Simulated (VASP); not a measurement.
# SnS2 in VASP: notebook

One slab, SnS2, is run at these levels: PBE+D3(BJ); tasks: single point, relaxation of the atoms.

Program: VASP 6.6.1. These are calculated values, not measurements. Logs are shortened: lines on timing, memory, paths and dates and some standing lists are left out, and cuts for length are marked.

**1. Starting point**

The cell holds a slab with vacuum, 6 atoms: a = 3.667 Å, b = 3.667 Å, c = 23.767 Å, α = 90.00°, β = 90.00°, γ = 120.00°.

**2. Single point, PBE+D3(BJ)**

INCAR

```
PREC = Accurate
ENCUT = 520
EDIFF = 1E-6
ISMEAR = 0
SIGMA = 0.03
LREAL = F
LASPH = T
NELM = 80
ALGO = Normal
ISIF = 2
LWAVE = F
LCHARG = F
LDIPOL = T
IDIPOL = 3
DIPOL = 0.5 0.5 0.500
GGA = PE
IVDW = 12
LVHAR = T
LVACPOTAV = T
ICORELEVEL = 1
KPAR = 2
```

KPOINTS

```
regular mesh
0
Gamma
  9 9 1
```

POSCAR

```
SnS2
1.0
    3.6670894200      0.0000000000      0.0000000000
   -1.8335437900      3.1757926400      0.0000000000
    0.0000000000      0.0000000000     23.7671408000
S Sn
4 2
Direct
    0.6666670000      0.3333340000      0.3155617300
    0.3333330000      0.6666660000      0.4399393200
    0.6666670000      0.3333340000      0.5600606800
    0.3333330000      0.6666660000      0.6844382700
    0.0000000000      0.0000000000      0.3777505200
    0.0000000000      0.0000000000      0.6222494800
```

Potentials or basis: VASP PAW PBE potentials, release 64 (S, Sn_d).

Launch:

```sh
$ cat potpaw_PBE.64/S/POTCAR potpaw_PBE.64/Sn_d/POTCAR > POTCAR
$ mpirun -np 2 vasp_std > vasp.out
```

OUTCAR:

```text
PREC = Accurate
   ENCUT = 520
   EDIFF = 1E-6
   ISMEAR = 0
   LREAL = F
   LASPH = T
   NELM = 80
   ISIF = 2
   GGA = PE
   IVDW = 12
 IVDW          = 12

 ion  position               nearest neighbor table
   1  0.667  0.333  0.316-   5 2.58   5 2.58   5 2.58
   2  0.333  0.667  0.440-   5 2.58   5 2.58   5 2.58
   3  0.667  0.333  0.560-   6 2.58   6 2.58   6 2.58
   4  0.333  0.667  0.684-   6 2.58   6 2.58   6 2.58
   5  0.000  0.000  0.378-   1 2.58   2 2.58   1 2.58   2 2.58   1 2.58   2 2.58
   6  0.000  0.000  0.622-   4 2.58   3 2.58   4 2.58   3 2.58   4 2.58   3 2.58

  LATTYP: Found a hexagonal cell.
 ALAT       =     3.6670894200
 C/A-ratio  =     6.4812002321

  Lattice vectors:

 A1 = (   3.6670894200,   0.0000000000,   0.0000000000)
 A2 = (  -1.8335437900,   3.1757926400,   0.0000000000)
 A3 = (   0.0000000000,   0.0000000000,  23.7671408000)

Analysis of symmetry for initial positions (statically):
=====================================================================
 Subroutine PRICEL returns:
 Original cell was already a primitive cell.

 Routine SETGRP: Setting up the symmetry group for a
 hexagonal supercell.

 Subroutine GETGRP returns: Found 12 space group operations
 (whereof 12 operations were pure point group operations)
 out of a pool of 24 trial point group operations.

The static configuration has the point symmetry D_3d.

Analysis of symmetry for dynamics (positions and initial velocities):
=====================================================================
 Subroutine PRICEL returns:
 Original cell was already a primitive cell.

 Routine SETGRP: Setting up the symmetry group for a
 hexagonal supercell.

 Subroutine GETGRP returns: Found 12 space group operations
 (whereof 12 operations were pure point group operations)
 out of a pool of 24 trial point group operations.

The dynamic configuration has the point symmetry D_3d.

 Subroutine INISYM returns: Found 12 space group operations
 (whereof 12 operations are pure point group operations),
 and found     1 'primitive' translations

----------------------------------------------------------------------------------------

                                     Primitive cell

  volume of cell :     276.7901

  direct lattice vectors                    reciprocal lattice vectors
     3.667089420  0.000000000  0.000000000     0.272695832  0.157440931  0.000000000
[... 100 lines left out ...]
     AMIX     =   0.40;   BMIX     =  1.00
     AMIX_MAG =   1.60;   BMIX_MAG =  1.00
  volume/ion in A,a.u.               =      46.13       311.31
  Fermi-wavevector in a.u.,A,eV,Ry     =   0.937618  1.771840 11.961246  0.879127
  Thomas-Fermi vector in A             =   2.064747
   LORBIT       =      0    0 simple, 1 ext, 2 COOP (PROOUT), +10 PAW based schemes
   GGA     = PE    functional components
   LHFCALC =     F    Hartree Fock is set to
   AEXX    =    0.0000 exact exchange contribution
   IVDW    =    12    specifies the selected vdW correction
   LEPSILON=     F    determine dielectric tensor
   LRPA    =     F    only Hartree local field effects (RPA)
 non-spin polarized calculation
 Gauss-broadening in eV      SIGMA  =   0.03
  energy-cutoff  :      520.00
  volume of cell :      276.79
 maximum number of plane-waves:      7492
 NGX is ok and might be reduce to    28
   NGX = 13   NGY = 13   NGZ = 89

 dipolmoment           0.000000      0.000000     -0.000000 electrons x Angstroem

 number of electron      52.0000021 magnetization

 dipolmoment           0.000000      0.000000      0.000000 electrons x Angstroem

 Free energy of the ion-electron system (eV)
  ---------------------------------------------------
  ext. energy  EPLUGINS =         0.00000000
  ---------------------------------------------------
  free energy    TOTEN  =       -26.36086862 eV

  energy without entropy =      -26.36086862  energy(sigma->0) =      -26.36086862

 the core state eigenenergies are
   1-  1s  -2399.4035  2s   -205.4835  2p   -150.2561
   2-  1s  -2399.4227  2s   -205.5057  2p   -150.2782
   3-  1s  -2399.4227  2s   -205.5057  2p   -150.2782
   4-  1s  -2399.4035  2s   -205.4835  2p   -150.2561
   5-  1s -29003.1790  2s  -4374.6154  2p  -3926.2365  3s   -840.9097  3p   -694.4568
       3d   -469.1596  4s   -129.9272  4p    -85.7170
   6-  1s -29003.1790  2s  -4374.6154  2p  -3926.2365  3s   -840.9097  3p   -694.4568
       3d   -469.1596  4s   -129.9272  4p    -85.7170

 E-fermi :  -1.0495     XC(G=0):  -5.1548

 val. band max:       -1.1987612210   @ k =   0.1111  -0.0000   0.0000
 cond. band min:       0.3898333543   @ k =   0.4444   0.0000   0.0000
 fundamental gap:      1.5885945753
 Fermi energy:        -1.0494946450

 k-point     1 :       0.0000    0.0000    0.0000
  band No.  band energies     occupation
      1     -21.9857      2.00000
      2     -21.9857      2.00000
      3     -21.9857      2.00000
      4     -21.9857      2.00000
      5     -21.9456      2.00000
      6     -21.9455      2.00000
[... 397 lines left out ...]
     30       4.6046      0.00000
     31       5.4069      0.00000

------------------------ aborting loop because EDIFF is reached ----------------------------------------

 Edisp (eV)   -1.67080

 E8    (eV) :    -0.7067

  FORCE on cell =-STRESS in cart. coord.  units (eV):
  Direction    XX          YY          ZZ          XY          YZ          ZX
  --------------------------------------------------------------------------------------
  -------------------------------------------------------------------------------------
  Total      -0.02790    -0.02790     0.12367    -0.00000     0.00000     0.00000
  in kB      -0.16151    -0.16151     0.71586    -0.00000     0.00000     0.00000
  external pressure =        0.13 kB  Pullay stress =        0.00 kB

 VOLUME and BASIS-vectors are now :
 -----------------------------------------------------------------------------
  energy-cutoff  :      520.00
  volume of cell :      276.79
      direct lattice vectors                 reciprocal lattice vectors
     3.667089420  0.000000000  0.000000000     0.272695832  0.157440931  0.000000000
    -1.833543790  3.175792640  0.000000000     0.000000000  0.314882020  0.000000000
     0.000000000  0.000000000 23.767140800     0.000000000  0.000000000  0.042074897

 POSITION                                       TOTAL-FORCE (eV/Angst)
 -----------------------------------------------------------------------------------
      1.83355      1.05860      7.50000        -0.000000      0.000000     -0.041413
      0.00000      2.11719     10.45610        -0.000000      0.000000      0.017141
      1.83355      1.05860     13.31104         0.000000     -0.000000     -0.017141
      0.00000      2.11719     16.26714         0.000000     -0.000000      0.041413
      0.00000      0.00000      8.97805        -0.000000     -0.000000      0.022220
      0.00000      0.00000     14.78909        -0.000000     -0.000000     -0.022220
 -----------------------------------------------------------------------------------
    total drift:                                0.000000      0.000000      0.000000

  FREE ENERGIE OF THE ION-ELECTRON SYSTEM (eV)
  ---------------------------------------------------
  free  energy   TOTEN  =       -28.0316662277 eV

  energy  without entropy=      -28.0316662277  energy(sigma->0) =      -28.03166623

 vacuum level on the upper side and lower side of the slab         5.538         5.538
```

Run time: 2.1 min. Hardware: 2 MPI ranks of Intel Xeon Platinum 8488C (Sapphire Rapids), shared host; peak memory 0.39 GiB.

Results:

```yaml
Free_energy: -28.0317 eV
Largest_force: 0.041 eV/Å
Band_gap_on_the_k_mesh: 1.59 eV, indirect (least direct gap 1.78 eV)
Dispersion_energy_per_atom: -0.278 eV
Ionisation_potential_of_the_upper_face: 6.74 eV
```

Forces in eV/Å, atoms in the order of the input:
```
S    0.000  0.000 -0.041
S    0.000  0.000  0.017
S    0.000  0.000 -0.017
S    0.000  0.000  0.041
Sn   0.000  0.000  0.022
Sn   0.000  0.000 -0.022
```

Levels at points of the mesh, in eV from the valence-band top:
```csv
k point,band 24,band 25,band 26,band 27,band 28,band 29
"(0.00, 0.00, 0.00)",-0.18,-0.10,-0.10,2.23,2.87,3.81
```

Core levels (eV, on the scale of the bands):
```tsv
atom	levels
1 S	1s -2399.4, 2s -205.5, 2p -150.3
2 S	1s -2399.4, 2s -205.5, 2p -150.3
3 S	1s -2399.4, 2s -205.5, 2p -150.3
4 S	1s -2399.4, 2s -205.5, 2p -150.3
5 Sn	1s -29003.2, 2s -4374.6, 2p -3926.2, 3s -840.9, 3p -694.5, 3d -469.2, 4s -129.9, 4p -85.7
6 Sn	1s -29003.2, 2s -4374.6, 2p -3926.2, 3s -840.9, 3p -694.5, 3d -469.2, 4s -129.9, 4p -85.7
```

Caveat: spin-orbit coupling is left out, which moves the levels of the heavy elements.

**3. Relaxation of the atoms, PBE+D3(BJ)**

Edit INCAR of step 2 so:

```diff
@@ -17,5 +17,5 @@
 IVDW = 12
-LVHAR = T
-LVACPOTAV = T
-ICORELEVEL = 1
+IBRION = 2
+NSW = 80
+EDIFFG = -0.02
 KPAR = 2
```

KPOINTS

```
Automatic mesh
0
Gamma
  9 9 1
```

POSCAR is that of step 2.

Potentials or basis: VASP PAW PBE potentials, release 64 (S, Sn_d).

Launch:

```sh
$ cat potpaw_PBE.64/S/POTCAR potpaw_PBE.64/Sn_d/POTCAR > POTCAR
$ mpirun -np 2 vasp_std > vasp.out
```

Run time: 3.7 min. Hardware: 2 MPI ranks of Intel Xeon Platinum 8488C (Sapphire Rapids), shared host; peak memory 0.42 GiB.

It converged, with:

- Free energy: -28.0318 eV
- Energy gained by relaxing: 0.0 meV/atom
- Ionic steps: 2
- Largest force after relaxing: 0.017 eV/Å
- Band gap on the k mesh: 1.58 eV, indirect (least direct gap 1.77 eV)
- Dispersion energy per atom: -0.278 eV

Forces in eV/Å, atoms in the order of the input:
```
S    0.000  0.000 -0.012
S    0.000  0.000  0.017
S    0.000  0.000 -0.017
S    0.000  0.000  0.012
Sn   0.000  0.000 -0.010
Sn   0.000  0.000  0.010
```

The path:
```tsv
step	energy change (eV)	largest force (eV/Å)	pressure (GPa)
1	0.0000	0.0414	0.01
2	-0.0001	0.0171	-0.02
```

Final structure:
```
S Sn
1.0
     3.66709    0.00000    0.00000
    -1.83354    3.17579    0.00000
     0.00000    0.00000   23.76714
S Sn
4 2
Direct
  0.66667 0.33333 0.31548
  0.33333 0.66667 0.43997
  0.66667 0.33333 0.56003
  0.33333 0.66667 0.68452
  0.00000 0.00000 0.37780
  0.00000 0.00000 0.62220
```

Levels at points of the mesh, in eV from the valence-band top:
| k point | band 22 | band 23 | band 24 | band 25 | band 26 | band 27 | band 28 | band 29 | band 30 | band 31 |
| --- | --- | --- | --- | --- | --- | --- | --- | --- | --- | --- |
| (0.00, 0.00, 0.00) | -0.36 | -0.17 | -0.17 | -0.10 | -0.10 | 2.22 | 2.87 | 3.81 | 3.84 | 5.35 |

Caveat: spin-orbit coupling is left out, which moves the levels of the heavy elements.

**4. Single point, PBE+D3(BJ)**

Edit INCAR of step 3 so:

```diff
@@ -17,5 +17,5 @@
 IVDW = 12
-IBRION = 2
-NSW = 80
-EDIFFG = -0.02
+LVHAR = T
+LVACPOTAV = T
+ICORELEVEL = 1
 KPAR = 2
```

KPOINTS

```
regular mesh
0
Gamma
  9 9 1
```

POSCAR

```
SnS2                                    
1.0
    3.6670894200      0.0000000000      0.0000000000
   -1.8335437900      3.1757926400      0.0000000000
    0.0000000000      0.0000000000     23.7671408000
  S               Sn            
     4     2
Direct
     0.6666669999999968    0.3333340000000007    0.3154776702321108
     0.3333330000000032    0.6666659999999993    0.4399741118704513
     0.6666669999999968    0.3333340000000007    0.5600258881295488
     0.3333330000000032    0.6666659999999993    0.6845223297678892
     1.0000000000000000    1.0000000000000000    0.3777956216260603
     1.0000000000000000    1.0000000000000000    0.6222043783739396
```

Launch:

```sh
$ cat potpaw_PBE.64/S/POTCAR potpaw_PBE.64/Sn_d/POTCAR > POTCAR
$ mpirun -np 2 vasp_std > vasp.out
```

It took 3.1 min on 2 MPI ranks of Intel Xeon Platinum 8488C (Sapphire Rapids), shared host; peak memory 0.38 GiB.

The run converged. Its results:

```
Free energy                            : -28.0318 eV
Largest force                          : 0.017 eV/Å
Band gap on the k mesh                 : 1.58 eV, indirect (least direct gap 1.77 eV)
Dispersion energy per atom             : -0.278 eV
Ionisation potential of the upper face : 6.74 eV
```

Forces on the atoms (eV/Å):
```
S    0.000  0.000 -0.010
S    0.000  0.000  0.017
S    0.000  0.000 -0.017
S    0.000  0.000  0.010
Sn   0.000  0.000 -0.009
Sn   0.000  0.000  0.009
```

Levels at points of the mesh, in eV from the valence-band top:
| k point | band 23 | band 24 | band 25 | band 26 | band 27 | band 28 | band 29 | band 30 |
| --- | --- | --- | --- | --- | --- | --- | --- | --- |
| (0.00, 0.00, 0.00) | -0.17 | -0.17 | -0.10 | -0.10 | 2.22 | 2.87 | 3.81 | 3.84 |

Core levels (eV, on the scale of the bands):
```csv
atom,levels
1 S,"1s -2399.4, 2s -205.5, 2p -150.3"
2 S,"1s -2399.4, 2s -205.5, 2p -150.3"
3 S,"1s -2399.4, 2s -205.5, 2p -150.3"
4 S,"1s -2399.4, 2s -205.5, 2p -150.3"
5 Sn,"1s -29003.2, 2s -4374.6, 2p -3926.2, 3s -840.9, 3p -694.5, 3d -469.2, 4s -129.9, 4p -85.7"
6 Sn,"1s -29003.2, 2s -4374.6, 2p -3926.2, 3s -840.9, 3p -694.5, 3d -469.2, 4s -129.9, 4p -85.7"
```

Caveat: spin-orbit coupling is left out, which moves the levels of the heavy elements.
